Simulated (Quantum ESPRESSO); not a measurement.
# HfC (P6_3/mmc) in Quantum ESPRESSO: reference runs, part 3 of 3

Quantum ESPRESSO 7.5.

**10. Single point, PBE, 13.34 Å³/atom**

Contents of pw.in:

```
&CONTROL
  calculation = 'scf'
  prefix = 'pwscf'
  outdir = './tmp'
  pseudo_dir = './pseudo'
  tprnfor = .true.
  tstress = .true.
  disk_io = 'nowf'
/
&SYSTEM
  ibrav = 0
  nat = 4
  ntyp = 2
  ecutwfc = 60
  ecutrho = 440
  nbnd = 24
  occupations = 'smearing'
  smearing = 'fd'
  degauss = 0.00367493
/
&ELECTRONS
  conv_thr = 8d-10
  electron_maxstep = 120
  mixing_beta = 0.5
/
ATOMIC_SPECIES
Hf   178.4900 Hf-sp.oncvpsp.upf
C     12.0110 C.pbe-n-kjpaw_psl.1.0.0.UPF
CELL_PARAMETERS angstrom
   3.4084290914    0.0000000000    0.0000000000
  -1.7042145456    2.9517861801    0.0000000000
   0.0000000000    0.0000000000    5.3047539058
ATOMIC_POSITIONS crystal
Hf     0.3333333333    0.6666666667    0.2500000000
Hf     0.6666666667    0.3333333333    0.7500000000
C      0.0000000000    0.0000000000    0.5000000000
C      0.0000000000    0.0000000000    0.0000000000
K_POINTS automatic
9 9 5 0 0 0
```

Potentials or basis: SSSP 1.3 efficiency PBE.

Launch:

```console
> OMP_NUM_THREADS=1 pw.x -in pw.in > pw.out
```

pw.out:

```text
This program is part of the open-source Quantum ESPRESSO suite
     for quantum simulation of materials; please cite
         "P. Giannozzi et al., J. Phys.:Condens. Matter 21 395502 (2009);
         "P. Giannozzi et al., J. Phys.:Condens. Matter 29 465901 (2017);
         "P. Giannozzi et al., J. Chem. Phys. 152 154105 (2020);
     in publications or presentations arising from this work. More details at

     file C.pbe-n-kjpaw_psl.1.0.0.UPF: wavefunction(s)  2S 2P renormalized
     Message from routine setup:
     using ibrav=0 with symmetry is DISCOURAGED, use correct ibrav instead

     G-vector sticks info
     --------------------
     sticks:   dense  smooth     PW     G-vecs:    dense   smooth      PW
     Sum        1261     685    199                56155    22633    3633

     Using Slab Decomposition

     bravais-lattice index     =            0
     lattice parameter (alat)  =       6.4410  a.u.
     unit-cell volume          =     360.1646 (a.u.)^3
     number of atoms/cell      =            4
     number of atomic types    =            2
     number of electrons       =        32.00
     number of Kohn-Sham states=           24
     kinetic-energy cutoff     =      60.0000  Ry
     charge density cutoff     =     440.0000  Ry
     scf convergence threshold =      8.0E-10
     mixing beta               =       0.5000
     number of iterations used =            8  plain     mixing
     Exchange-correlation= SLA  PW   PBX  PBC
                           (   1   4   3   4   0   0   0)

     celldm(1)=   6.440997  celldm(2)=   0.000000  celldm(3)=   0.000000
     celldm(4)=   0.000000  celldm(5)=   0.000000  celldm(6)=   0.000000

     crystal axes: (cart. coord. in units of alat)
               a(1) = (   1.000000   0.000000   0.000000 )
               a(2) = (  -0.500000   0.866025   0.000000 )
               a(3) = (   0.000000   0.000000   1.556363 )

     reciprocal axes: (cart. coord. in units 2 pi/alat)
               b(1) = (  1.000000  0.577350 -0.000000 )
               b(2) = (  0.000000  1.154701  0.000000 )
               b(3) = (  0.000000 -0.000000  0.642524 )

     PseudoPot. # 1 for Hf read from file:
     Hf-sp.oncvpsp.upf
     Pseudo is Norm-conserving + core correction, Zval = 12.0
     Generated using ONCVPSP code by D. R. Hamann
     Using radial grid of 1656 points,  8 beta functions with:
                l(1) =   0
                l(2) =   0
                l(3) =   1
                l(4) =   1
                l(5) =   2
                l(6) =   2
                l(7) =   3
                l(8) =   3

     PseudoPot. # 2 for C  read from file:
     C.pbe-n-kjpaw_psl.1.0.0.UPF
     Pseudo is Projector augmented-wave + core cor, Zval =  4.0
     Generated using "atomic" code by A. Dal Corso  v.5.1
     Shape of augmentation charge: PSQ
     Using radial grid of 1073 points,  4 beta functions with:
                l(1) =   0
                l(2) =   0
                l(3) =   1
                l(4) =   1
     Q(r) pseudized with 0 coefficients

     atomic species   valence    mass     pseudopotential
     Hf               12.00   178.49000     Hf( 1.00)
     C                 4.00    12.01100     C ( 1.00)

     24 Sym. Ops., with inversion, found (12 have fractional translation)

   Cartesian axes

     site n.     atom                  positions (alat units)
         1        Hf     tau(   1) = (  -0.0000000   0.5773503   0.3890908  )
         2        Hf     tau(   2) = (   0.5000000   0.2886751   1.1672725  )
         3        C      tau(   3) = (   0.0000000   0.0000000   0.7781816  )
         4        C      tau(   4) = (   0.0000000   0.0000000   0.0000000  )

     number of k points=    36  Fermi-Dirac smearing, width (Ry)=  0.0037
                       cart. coord. in units 2pi/alat
        k(    1) = (   0.0000000   0.0000000   0.0000000), wk =   0.0049383
        k(    2) = (   0.0000000   0.0000000   0.1285047), wk =   0.0098765
        k(    3) = (   0.0000000   0.0000000   0.2570094), wk =   0.0098765
        k(    4) = (   0.0000000   0.1283001   0.0000000), wk =   0.0296296
        k(    5) = (   0.0000000   0.1283001   0.1285047), wk =   0.0592593
        k(    6) = (   0.0000000   0.1283001   0.2570094), wk =   0.0592593
[... 28 lines left out ...]
        k(   35) = (   0.3333333   0.5773503   0.1285047), wk =   0.0197531
        k(   36) = (   0.3333333   0.5773503   0.2570094), wk =   0.0197531

     Dense  grid:    56155 G-vectors     FFT dimensions: (  45,  45,  72)

     Smooth grid:    22633 G-vectors     FFT dimensions: (  32,  32,  50)

     Initial potential from superposition of free atoms

     starting charge      31.9962, renormalised to      32.0000
     Starting wfcs are   28 randomized atomic wfcs

     Self-consistent Calculation

     iteration #  1     ecut=    60.00 Ry     beta= 0.50
     Davidson diagonalization with overlap
     ethr =  1.00E-02,  avg # of iterations =  2.0

     total energy              =    -262.22511744 Ry
     estimated scf accuracy    <       1.26124203 Ry

     iteration #  2     ecut=    60.00 Ry     beta= 0.50
     Davidson diagonalization with overlap
     ethr =  3.94E-03,  avg # of iterations =  3.3

     total energy              =    -262.66086241 Ry
     estimated scf accuracy    <       0.68314681 Ry

     iteration #  3     ecut=    60.00 Ry     beta= 0.50
     Davidson diagonalization with overlap
     ethr =  2.13E-03,  avg # of iterations =  1.8

     total energy              =    -262.72856832 Ry
     estimated scf accuracy    <       0.03014114 Ry

     iteration #  4     ecut=    60.00 Ry     beta= 0.50
     Davidson diagonalization with overlap
     ethr =  9.42E-05,  avg # of iterations =  5.2

     total energy              =    -262.74074440 Ry
     estimated scf accuracy    <       0.07310720 Ry

     iteration #  5     ecut=    60.00 Ry     beta= 0.50
     Davidson diagonalization with overlap
     ethr =  9.42E-05,  avg # of iterations =  2.5
[... 22 lines left out ...]
     total energy              =    -262.74951188 Ry
     estimated scf accuracy    <       0.00002623 Ry

     iteration #  9     ecut=    60.00 Ry     beta= 0.50
     Davidson diagonalization with overlap
     ethr =  8.20E-08,  avg # of iterations =  3.1

     total energy              =    -262.74951698 Ry
     estimated scf accuracy    <       0.00000011 Ry

     iteration # 10     ecut=    60.00 Ry     beta= 0.50
     Davidson diagonalization with overlap
     ethr =  3.35E-10,  avg # of iterations =  5.0

     total energy              =    -262.74951720 Ry
     estimated scf accuracy    <       0.00000002 Ry

     iteration # 11     ecut=    60.00 Ry     beta= 0.50
     Davidson diagonalization with overlap
     ethr =  6.73E-11,  avg # of iterations =  2.0

     End of self-consistent calculation

          k = 0.0000 0.0000 0.0000 (  2815 PWs)   bands (ev):

   -46.8407 -46.8040 -15.8376 -15.3817 -15.3817 -15.3073 -15.3073 -15.2425
     2.1982   6.1893   8.3269  11.9444  11.9444  13.7545  13.7545  15.9010
    16.3007  16.3007  16.7198  16.7198  17.0653  18.2110  18.5181  22.4836

          k = 0.0000 0.0000 0.1285 (  2803 PWs)   bands (ev):

   -46.8372 -46.8075 -15.7838 -15.3746 -15.3746 -15.3144 -15.3144 -15.3026
     2.4413   5.3838   9.2808  11.9900  11.9900  13.3026  13.3026  14.8074
    17.0403  17.0403  17.1149  17.1149  17.2287  18.4173  19.2286  21.9233

          k = 0.0000 0.0000 0.2570 (  2802 PWs)   bands (ev):

   -46.8281 -46.8167 -15.6402 -15.4565 -15.3560 -15.3560 -15.3331 -15.3331
     3.1319   4.1682  10.9734  12.1904  12.1904  12.6369  12.6369  12.8810
    18.0534  18.1465  18.1465  18.3911  18.3911  18.8148  19.5813  19.8701

          k = 0.0000 0.1283 0.0000 (  2821 PWs)   bands (ev):

   -46.8379 -46.8031 -15.8147 -15.4264 -15.3987 -15.3495 -15.3097 -15.2515
     2.4178   6.0966   8.5800  11.4102  12.1206  13.3126  13.3633  15.3610
    16.2736  16.3492  16.5836  17.3263  18.2154  19.0927  19.3036  21.9426

          k = 0.0000 0.1283 0.1285 (  2808 PWs)   bands (ev):

   -46.8346 -46.8064 -15.7671 -15.4164 -15.3902 -15.3755 -15.3182 -15.2883
     2.6460   5.3954   9.4303  11.5146  12.1449  13.0059  13.0790  14.6807
    15.9765  16.8163  17.5394  17.9514  17.9823  19.3007  19.7241  20.7570
[... 165 lines left out ...]
   -46.8064 -46.8038 -15.7416 -15.7171 -15.5784 -15.5265 -15.3685 -15.3371
     4.7360   4.9967   9.9569  10.3526  11.8285  12.2281  12.4613  13.2190
    15.8716  16.7528  18.5112  19.1186  20.3850  20.6785  21.5488  21.8750

          k = 0.3333 0.5774 0.0000 (  2838 PWs)   bands (ev):

   -46.8042 -46.8042 -15.7259 -15.5735 -15.5735 -15.5021 -15.4725 -15.4725
     4.6365   5.3540  10.6571  10.6571  10.7019  11.4478  11.4478  15.4318
    15.8619  15.8619  19.5472  19.5472  20.1846  20.3821  22.6516  22.6516

          k = 0.3333 0.5774 0.1285 (  2841 PWs)   bands (ev):

   -46.8042 -46.8042 -15.7051 -15.6370 -15.6370 -15.5240 -15.4072 -15.4072
     4.6933   5.2689  10.3062  10.3062  11.0339  11.8710  11.8710  14.7031
    16.0781  16.0781  19.0505  19.0505  20.5983  20.7133  22.2111  22.2111

          k = 0.3333 0.5774 0.2570 (  2850 PWs)   bands (ev):

   -46.8042 -46.8042 -15.6952 -15.6952 -15.6500 -15.5808 -15.3461 -15.3461
     4.8508   5.0678   9.9768   9.9768  11.9568  12.3250  12.3250  13.2888
    16.5762  16.5762  18.2157  18.2157  21.1858  21.4830  21.5309  21.5309

     the Fermi energy is    14.8767 ev

!    total energy              =    -262.74951721 Ry
     estimated scf accuracy    <          9.1E-11 Ry
     smearing contrib. (-TS)   =      -0.00031662 Ry
     internal energy E=F+TS    =    -262.74920059 Ry

     The total energy is F=E-TS. E is the sum of the following terms:
     one-electron contribution =     -25.18504720 Ry
     hartree contribution      =      27.78521485 Ry
     xc contribution           =     -66.21022936 Ry
     ewald contribution        =    -186.79654277 Ry
     one-center paw contrib.   =     -12.34259611 Ry

     convergence has been achieved in  11 iterations

     Forces acting on atoms (cartesian axes, Ry/au):

     atom    1 type  1   force =     0.00000000    0.00000000   -0.00000000
     atom    2 type  1   force =     0.00000000    0.00000000   -0.00000000
     atom    3 type  2   force =     0.00000000    0.00000000    0.00000000
     atom    4 type  2   force =     0.00000000    0.00000000    0.00000000

     Total force =     0.000000     Total SCF correction =     0.000000

     Computing stress (Cartesian axis) and pressure

          total   stress  (Ry/bohr**3)                   (kbar)     P=     -125.09
  -0.00095832   0.00000000   0.00000000         -140.97        0.00        0.00
   0.00000000  -0.00095832   0.00000000            0.00     -140.97        0.00
   0.00000000   0.00000000  -0.00063433            0.00        0.00      -93.31

=------------------------------------------------------------------------------=
   JOB DONE.
=------------------------------------------------------------------------------=
```

It took 46 s on 1 thread of Arm Neoverse V1, shared host; peak memory 0.16 GiB.

Results:

```
Free energy            : -3574.8893 eV
Pressure               : -12.5 GPa
Band gap on the k mesh : none (metal or under the smearing width)
```

**11. Equation of state, PBE**

Potentials or basis: SSSP 1.3 efficiency PBE.

No new run: the results of the series are fitted here.

Results:

| Property | Result |
| --- | --- |
| Equilibrium volume | 12.57 Å³/atom |
| Bulk modulus at fixed shape and positions | 234 GPa |
| Pressure derivative of the bulk modulus | 4.1 |

Energy against volume, from the lowest point:
```csv
volume (Å³/atom),energy (meV/atom)
11.832,34.63
12.084,14.40
12.336,3.15
12.587,0.00
12.839,4.17
13.091,14.95
13.343,31.69
```

Caveat: the cell was scaled at fixed shape and fractional positions, which overstates the stiffness of a crystal with free parameters, most of all of layers and chains.

**12. Overview**

```tsv
task	cell	gap on the mesh (eV)	pressure (GPa)
single point	as given	none	-0.5
single point	atoms moved at random, drawn with an rms of 0.05 Å	none	-0.3
equation of state	as given	-	-
```

Alike in all rows: level PBE; potentials or basis SSSP 1.3 efficiency PBE; no spin polarisation; k mesh 9 × 9 × 5; cutoff (eV) 816; smearing fermi-dirac 0.05 eV.

Caveats: the cell was scaled at fixed shape and fractional positions, which overstates the stiffness of a crystal with free parameters, most of all of layers and chains (some runs).

Total energies depend on the potentials used, so only differences within one code and one set of settings carry meaning.
